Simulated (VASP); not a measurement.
# In in VASP: a series of runs, part 2 of 2

VASP 6.6.1.

## 4. Single point, PBE

This run uses another cell than the first one, of 75.50 Å³/atom, 1.146 times its volume.

File INCAR:

```
SYSTEM = In
ALGO = Normal
DIPOL = 0.5 0.5 0.500
EDIFF = 1E-7
ENCUT = 650
GGA = PE
IDIPOL = 3
ISIF = 2
ISMEAR = 1
LASPH = .True.
LCHARG = .False.
LDIPOL = .True.
LREAL = .False.
LVACPOTAV = .True.
LVHAR = .True.
LWAVE = .False.
NBANDS = 30
NELM = 120
PREC = Accurate
SIGMA = 0.1
```

File KPOINTS:

```
k-points
0
Gamma
  17 17 1
  0 0 0
```

File POSCAR:

```
In
1.0
    3.3354847820      0.0000000000      0.0000000000
   -1.6677423910      2.8886145552      0.0000000000
    0.0000000000      0.0000000000     23.5091429200
In
3
Direct
    0.3333333300      0.6666666600      0.3828297795
    0.6666666700      0.3333333400      0.5000000000
    0.3333333300      0.6666666600      0.6171702205
```

Potentials or basis: VASP PAW PBE potentials, release 64 (In_d).

The run is started by

```bash
$ cat potpaw_PBE.64/In_d/POTCAR > POTCAR
$ mpirun -np 1 vasp_std > vasp.out
```

OUTCAR:

```text
SYSTEM = In
   EDIFF = 1E-7
   ENCUT = 650
   GGA = PE
   ISIF = 2
   ISMEAR = 1
   LASPH = .True.
   LREAL = .False.
   NELM = 120
   PREC = Accurate

 Found     33 irreducible k-points:

 Following reciprocal coordinates:
            Coordinates               Weight
  0.000000  0.000000  0.000000      1.000000
  0.058824 -0.000000  0.000000      6.000000
  0.117647  0.000000  0.000000      6.000000
  0.176471 -0.000000  0.000000      6.000000
  0.235294  0.000000  0.000000      6.000000
  0.294118  0.000000  0.000000      6.000000
   k-points           NKPTS =     33   k-points in BZ     NKDIM =     33   number of bands    NBANDS=     30
   number of dos      NEDOS =    301   number of ions     NIONS =      3
   total plane-waves  NPLWV = 153664
   dimension x,y,z NGX =    28 NGY =   28 NGZ =  196
   dimension x,y,z NGXF=    56 NGYF=   56 NGZF=  392
   ions per type =               3
   NGX,Y,Z   is equivalent  to a cutoff of  13.96, 13.96, 13.86 a.u.
   NGXF,Y,Z  is equivalent  to a cutoff of  27.91, 27.91, 27.72 a.u.
 SYSTEM =  In
   PREC   = accura    normal or accurate (medium, high low for compatibility)
   ISTART =      0    job   : 0-new  1-cont  2-samecut
   ICHARG =      2    charge: 1-file 2-atom 10-const
   ISPIN  =      1    spin polarized calculation?
   LNONCOLLINEAR =      F non collinear calculations
   LSORBIT =      F    spin-orbit coupling
   LASPH  =      T    aspherical Exc in radial PAW
   ENCUT  =  650.0 eV  47.77 Ry    6.91 a.u.   6.93  6.93 48.87*2*pi/ulx,y,z
   NELM   =    120;   NELMIN=  2; NELMDL= -5     # of ELM steps
   EDIFF  = 0.1E-06   stopping-criterion for ELM
   LREAL  =      F    real-space projection
   EDIFFG = 0.1E-05   stopping-criterion for IOM
   NSW    =      0    number of steps for IOM
   IBRION =     -1    ionic relax: 0-MD 1-quasi-New 2-CG
   NFREE  =      0    steps in history (QN), initial steepest desc. (CG)
   ISIF   =      2    stress and relaxation
   ISYM   =      2    0-nonsym 1-usesym 2-fastsym
   POTIM  = 0.5000    time-step for ionic-motion
   TEBEG  =    0.0;   TEEND  =   0.0 temperature during run
   PSTRESS=    0.0 pullay stress
   NELECT =      39.0000    total number of electrons
   NUPDOWN=      -1.0000    fix difference up-down
   EMIN   =  10.00;   EMAX   =-10.00  energy-range for DOS
   EFERMI =   0.00;   METHOD = LEGACY
   ISMEAR =     1;   SIGMA  =   0.10  broadening in eV -4-tet -1-fermi 0-gaus
   EFERMI_NEDOS =   21; number of points for ismear=-14 and -15
   IALGO  =     38    algorithm
   IMIX   =      4    mixing-type and parameters
     AMIX     =   0.40;   BMIX     =  1.00
     AMIX_MAG =   1.60;   BMIX_MAG =  1.00
  volume/ion in A,a.u.               =      75.50       509.52
  Fermi-wavevector in a.u.,A,eV,Ry     =   0.910754  1.721076 11.285672  0.829473
  Thomas-Fermi vector in A             =   2.034954
   LORBIT       =      0    0 simple, 1 ext, 2 COOP (PROOUT), +10 PAW based schemes
   GGA     = PE    functional components
   LHFCALC =     F    Hartree Fock is set to
   AEXX    =    0.0000 exact exchange contribution
   IVDW    =     0    specifies the selected vdW correction
   LEPSILON=     F    determine dielectric tensor
   LRPA    =     F    only Hartree local field effects (RPA)
 non-spin polarized calculation
 Methfessel and Paxton  Order N= 1 SIGMA  =   0.10
  energy-cutoff  :      650.00
  volume of cell :      226.51
 maximum number of plane-waves:      8563
 NGX is ok and might be reduce to    28
   NGX = 13   NGY = 13   NGZ = 97

 number of electron      39.0000006 magnetization

 dipolmoment           0.000000      0.000000     -0.000000 electrons x Angstroem

 Free energy of the ion-electron system (eV)
  ---------------------------------------------------
  ext. energy  EPLUGINS =         0.00000000
  ---------------------------------------------------
  free energy    TOTEN  =        -7.33812993 eV

  energy without entropy =       -7.33953125  energy(sigma->0) =       -7.33859704

 E-fermi :   0.1307     XC(G=0):  -4.2275

 val. band max:        0.0928857714   @ k =   0.4118   0.1176   0.0000
 cond. band min:       0.1627569737   @ k =   0.3529   0.2353   0.0000
 fundamental gap:      0.0698712023
 Fermi energy:         0.1306608503

 k-point     1 :       0.0000    0.0000    0.0000
  band No.  band energies     occupation
      1     -14.5449      2.00000
      2     -14.5096      2.00000
      3     -14.5019      2.00000
      4     -14.4922      2.00000
      5     -14.4922      2.00000
      6     -14.4398      2.00000
[... 22 lines left out ...]
     29       9.2064      0.00000
     30       9.8281      0.00000

 k-point     2 :       0.0588   -0.0000    0.0000
  band No.  band energies     occupation
      1     -14.5410      2.00000
      2     -14.5053      2.00000
      3     -14.5029      2.00000
      4     -14.4870      2.00000
      5     -14.4829      2.00000
      6     -14.4416      2.00000
[... 22 lines left out ...]
     29       9.0433      0.00000
     30       9.2760      0.00000

 k-point     3 :       0.1176    0.0000    0.0000
  band No.  band energies     occupation
      1     -14.5403      2.00000
      2     -14.4987      2.00000
      3     -14.4986      2.00000
      4     -14.4741      2.00000
      5     -14.4563      2.00000
      6     -14.4431      2.00000
[... 22 lines left out ...]
     29       7.7336      0.00000
     30       8.8132      0.00000

 k-point     4 :       0.1765   -0.0000    0.0000
  band No.  band energies     occupation
      1     -14.5563      2.00000
      2     -14.5033      2.00000
      3     -14.4837      2.00000
      4     -14.4661      2.00000
      5     -14.4406      2.00000
      6     -14.4164      2.00000
[... 22 lines left out ...]
     29       7.3360      0.00000
     30       7.4421      0.00000

 k-point     5 :       0.2353    0.0000    0.0000
  band No.  band energies     occupation
      1     -14.5805      2.00000
      2     -14.5196      2.00000
      3     -14.4867      2.00000
      4     -14.4561      2.00000
      5     -14.4511      2.00000
      6     -14.3977      2.00000
[... 22 lines left out ...]
     29       7.4832      0.00000
     30       7.5438      0.00000

 k-point     6 :       0.2941    0.0000    0.0000
  band No.  band energies     occupation
      1     -14.6063      2.00000
      2     -14.5397      2.00000
      3     -14.5014      2.00000
      4     -14.4783      2.00000
      5     -14.4575      2.00000
      6     -14.4068      2.00000
[... 22 lines left out ...]
     29       6.9655      0.00000
     30       7.4471      0.00000

 [... further k-points ...]

------------------------ aborting loop because EDIFF is reached ----------------------------------------

  FORCE on cell =-STRESS in cart. coord.  units (eV):
  Direction    XX          YY          ZZ          XY          YZ          ZX
  --------------------------------------------------------------------------------------
  -------------------------------------------------------------------------------------
  Total       -0.3338307     -0.3338307      0.3571680      0.0000000      0.0000000     -0.0000000
  in kB       -2.3613021     -2.3613021      2.5263748      0.0000000      0.0000000     -0.0000000
  external PRESSURE =      -0.7320765 kB  Pullay stress =       0.0000000 kB

 VOLUME and BASIS-vectors are now :
 -----------------------------------------------------------------------------
  energy-cutoff  :      650.00
  volume of cell :      226.51
      direct lattice vectors                 reciprocal lattice vectors
     3.335484782  0.000000000  0.000000000     0.299806495  0.173093360  0.000000000
    -1.667742391  2.888614555  0.000000000     0.000000000  0.346186721  0.000000000
     0.000000000  0.000000000 23.509142920     0.000000000  0.000000000  0.042536642

 POSITION                                       TOTAL-FORCE (eV/Angst)
 -----------------------------------------------------------------------------------
      0.00000      1.92574      9.00000        -0.000000     -0.000000     -0.064641
      1.66774      0.96287     11.75457         0.000000      0.000000      0.000000
      0.00000      1.92574     14.50914         0.000000     -0.000000      0.064641
 -----------------------------------------------------------------------------------
    total drift:                                0.000000      0.000008      0.000000

  FREE ENERGIE OF THE ION-ELECTRON SYSTEM (eV)
  ---------------------------------------------------
  free  energy   TOTEN  =        -7.3381299303 eV

  energy  without entropy=       -7.3395312507  energy(sigma->0) =       -7.33859704

 vacuum level on the upper side and lower side of the slab         3.954         3.954
```

Wall time 4 min (1 thread of AMD EPYC 9R45 (Zen 5), shared host); peak memory 0.51 GiB.

These settings aren't checked as converged: the numbers below hold their error.

What came out:

| Item | Value |
| --- | --- |
| Free energy | -7.3381 eV |
| Largest force | 0.065 eV/Å |
| Band gap on the k mesh | none (metal or under the smearing width) |
| Work function of the upper face | 3.82 eV |
| Work function of the lower face | 3.82 eV |

## 5. Single point, PBE

INCAR is that of step 4.

KPOINTS is that of step 4.

File POSCAR:

```
In
1.0
    3.3354847820      0.0000000000      0.0000000000
   -1.6677423910      2.8886145552      0.0000000000
    0.0000000000      0.0000000000     20.5091429200
In
3
Direct
    0.3333333300      0.6666666600      0.3656905620
    0.6666666700      0.3333333400      0.5000000000
    0.3333333300      0.6666666600      0.6343094380
```

Potentials or basis: VASP PAW PBE potentials, release 64 (In_d).

The run is started by

```bash
$ cat potpaw_PBE.64/In_d/POTCAR > POTCAR
$ mpirun -np 1 vasp_std > vasp.out
```

OUTCAR:

```text
SYSTEM = In
   EDIFF = 1E-7
   ENCUT = 650
   GGA = PE
   ISIF = 2
   ISMEAR = 1
   LASPH = .True.
   LREAL = .False.
   NELM = 120
   PREC = Accurate

 Found     33 irreducible k-points:

 Following reciprocal coordinates:
            Coordinates               Weight
  0.000000  0.000000  0.000000      1.000000
  0.058824  0.000000  0.000000      6.000000
  0.117647  0.000000  0.000000      6.000000
  0.176471  0.000000  0.000000      6.000000
  0.235294  0.000000  0.000000      6.000000
  0.294118  0.000000  0.000000      6.000000
   k-points           NKPTS =     33   k-points in BZ     NKDIM =     33   number of bands    NBANDS=     30
   number of dos      NEDOS =    301   number of ions     NIONS =      3
   total plane-waves  NPLWV = 141120
   dimension x,y,z NGX =    28 NGY =   28 NGZ =  180
   dimension x,y,z NGXF=    56 NGYF=   56 NGZF=  360
   ions per type =               3
   NGX,Y,Z   is equivalent  to a cutoff of  13.96, 13.96, 14.59 a.u.
   NGXF,Y,Z  is equivalent  to a cutoff of  27.91, 27.91, 29.18 a.u.
 SYSTEM =  In
   PREC   = accura    normal or accurate (medium, high low for compatibility)
   ISTART =      0    job   : 0-new  1-cont  2-samecut
   ICHARG =      2    charge: 1-file 2-atom 10-const
   ISPIN  =      1    spin polarized calculation?
   LNONCOLLINEAR =      F non collinear calculations
   LSORBIT =      F    spin-orbit coupling
   LASPH  =      T    aspherical Exc in radial PAW
   ENCUT  =  650.0 eV  47.77 Ry    6.91 a.u.   6.93  6.93 42.63*2*pi/ulx,y,z
   NELM   =    120;   NELMIN=  2; NELMDL= -5     # of ELM steps
   EDIFF  = 0.1E-06   stopping-criterion for ELM
   LREAL  =      F    real-space projection
   EDIFFG = 0.1E-05   stopping-criterion for IOM
   NSW    =      0    number of steps for IOM
   IBRION =     -1    ionic relax: 0-MD 1-quasi-New 2-CG
   NFREE  =      0    steps in history (QN), initial steepest desc. (CG)
   ISIF   =      2    stress and relaxation
   ISYM   =      2    0-nonsym 1-usesym 2-fastsym
   POTIM  = 0.5000    time-step for ionic-motion
   TEBEG  =    0.0;   TEEND  =   0.0 temperature during run
   PSTRESS=    0.0 pullay stress
   NELECT =      39.0000    total number of electrons
   NUPDOWN=      -1.0000    fix difference up-down
   EMIN   =  10.00;   EMAX   =-10.00  energy-range for DOS
   EFERMI =   0.00;   METHOD = LEGACY
   ISMEAR =     1;   SIGMA  =   0.10  broadening in eV -4-tet -1-fermi 0-gaus
   EFERMI_NEDOS =   21; number of points for ismear=-14 and -15
   IALGO  =     38    algorithm
   IMIX   =      4    mixing-type and parameters
     AMIX     =   0.40;   BMIX     =  1.00
     AMIX_MAG =   1.60;   BMIX_MAG =  1.00
  volume/ion in A,a.u.               =      65.87       444.50
  Fermi-wavevector in a.u.,A,eV,Ry     =   0.953157  1.801205 12.361000  0.908508
  Thomas-Fermi vector in A             =   2.081786
   LORBIT       =      0    0 simple, 1 ext, 2 COOP (PROOUT), +10 PAW based schemes
   GGA     = PE    functional components
   LHFCALC =     F    Hartree Fock is set to
   AEXX    =    0.0000 exact exchange contribution
   IVDW    =     0    specifies the selected vdW correction
   LEPSILON=     F    determine dielectric tensor
   LRPA    =     F    only Hartree local field effects (RPA)
 non-spin polarized calculation
 Methfessel and Paxton  Order N= 1 SIGMA  =   0.10
  energy-cutoff  :      650.00
  volume of cell :      197.60
 maximum number of plane-waves:      7474
 NGX is ok and might be reduce to    28
   NGX = 13   NGY = 13   NGZ = 85

 number of electron      39.0000006 magnetization

 dipolmoment           0.000000      0.000000     -0.000000 electrons x Angstroem

 Free energy of the ion-electron system (eV)
  ---------------------------------------------------
  ext. energy  EPLUGINS =         0.00000000
  ---------------------------------------------------
  free energy    TOTEN  =        -7.33774650 eV

  energy without entropy =       -7.33914764  energy(sigma->0) =       -7.33821355

 E-fermi :   0.7090     XC(G=0):  -4.8444

 val. band max:        0.6712523859   @ k =   0.4118   0.1176   0.0000
 cond. band min:       0.7411137650   @ k =   0.3529   0.2353   0.0000
 fundamental gap:      0.0698613791
 Fermi energy:         0.7090216139

 k-point     1 :       0.0000    0.0000    0.0000
  band No.  band energies     occupation
      1     -13.9666      2.00000
      2     -13.9313      2.00000
      3     -13.9235      2.00000
      4     -13.9139      2.00000
      5     -13.9139      2.00000
      6     -13.8615      2.00000
[... 187 lines left out ...]
     29       7.5438      0.00000
     30       8.4473      0.00000

 [... further k-points ...]

------------------------ aborting loop because EDIFF is reached ----------------------------------------

  FORCE on cell =-STRESS in cart. coord.  units (eV):
  Direction    XX          YY          ZZ          XY          YZ          ZX
  --------------------------------------------------------------------------------------
  -------------------------------------------------------------------------------------
  Total       -0.3315716     -0.3315716      0.3614311      0.0000000      0.0000000     -0.0000000
  in kB       -2.6883870     -2.6883870      2.9304882      0.0000000      0.0000000     -0.0000000
  external PRESSURE =      -0.8154286 kB  Pullay stress =       0.0000000 kB

 VOLUME and BASIS-vectors are now :
 -----------------------------------------------------------------------------
  energy-cutoff  :      650.00
  volume of cell :      197.60
      direct lattice vectors                 reciprocal lattice vectors
     3.335484782  0.000000000  0.000000000     0.299806495  0.173093360  0.000000000
    -1.667742391  2.888614555  0.000000000     0.000000000  0.346186721  0.000000000
     0.000000000  0.000000000 20.509142920     0.000000000  0.000000000  0.048758742

 POSITION                                       TOTAL-FORCE (eV/Angst)
 -----------------------------------------------------------------------------------
      0.00000      1.92574      7.50000        -0.000000     -0.000000     -0.065439
      1.66774      0.96287     10.25457         0.000000      0.000000      0.000000
      0.00000      1.92574     13.00914        -0.000000     -0.000000      0.065439
 -----------------------------------------------------------------------------------
    total drift:                               -0.000000      0.000008      0.000000

  FREE ENERGIE OF THE ION-ELECTRON SYSTEM (eV)
  ---------------------------------------------------
  free  energy   TOTEN  =        -7.3377464980 eV

  energy  without entropy=       -7.3391476449  energy(sigma->0) =       -7.33821355

 vacuum level on the upper side and lower side of the slab         4.532         4.532
```

OSZICAR:

```text
N       E                     dE             d eps       ncg     rms          rms(c)
DAV:   1     0.369588140792E+03    0.36959E+03   -0.19910E+04  1980   0.150E+03
DAV:   2     0.307564551390E+02   -0.33883E+03   -0.33241E+03  2018   0.388E+02
DAV:   3    -0.589278763854E+01   -0.36649E+02   -0.36374E+02  2420   0.150E+02
[... 14 lines left out ...]
DAV:  18    -0.733773789845E+01   -0.74674E-04   -0.98577E-06  2030   0.156E-02    0.284E-03
DAV:  19    -0.733774195529E+01   -0.40568E-05   -0.18805E-07  1690   0.362E-03    0.131E-03
DAV:  20    -0.733774590762E+01   -0.39523E-05   -0.19217E-07  1500   0.251E-03    0.459E-04
DAV:  21    -0.733774641017E+01   -0.50255E-06   -0.27328E-08  1566   0.279E-03    0.245E-04
DAV:  22    -0.733774649799E+01   -0.87821E-07   -0.57176E-09  1470   0.896E-04
   1 F= -.73377465E+01 E0= -.73382135E+01  d E =0.140115E-02
```

stdout:

```text
POSCAR found type information on POSCAR In
 POSCAR found :  1 types and       3 ions
 scaLAPACK will be used
 LDA part: xc-table for (Slater+PW92), standard interpolation
 POSCAR, INCAR and KPOINTS ok, starting setup
 FFT: planning ... GRIDC
 FFT: planning ... GRID_SOFT
 FFT: planning ... GRID
 WAVECAR not read
 entering main loop
 -----------------------------------------------------------------------------
|                                                                             |
|           W    W    AA    RRRRR   N    N  II  N    N   GGGG   !!!           |
|           W    W   A  A   R    R  NN   N  II  NN   N  G    G  !!!           |
|           W    W  A    A  R    R  N N  N  II  N N  N  G       !!!           |
|           W WW W  AAAAAA  RRRRR   N  N N  II  N  N N  G  GGG   !            |
|           WW  WW  A    A  R   R   N   NN  II  N   NN  G    G                |
|           W    W  A    A  R    R  N    N  II  N    N   GGGG   !!!           |
|                                                                             |
|     Did not find any points to average over, which means that no vacuum     |
|     field-free region was found. Please increase the size of  your cell     |
|     in the dimension of the dipole correction to obtain accurate            |
|     workfunction values.                                                    |
|                                                                             |
 -----------------------------------------------------------------------------
```

It took 3.7 min on 1 thread of AMD EPYC 9R45 (Zen 5), shared host; peak memory 0.44 GiB.

The run converged, but some of its settings lie outside the range that counts as converged, so its numbers aren't taken as properties of the slab.

What came out:

```yaml
Free_energy: -7.3377 eV
Largest_force: 0.065 eV/Å
Band_gap_on_the_k_mesh: none (metal or under the smearing width)
Work_function_of_the_upper_face: 3.82 eV
Work_function_of_the_lower_face: 3.82 eV
```
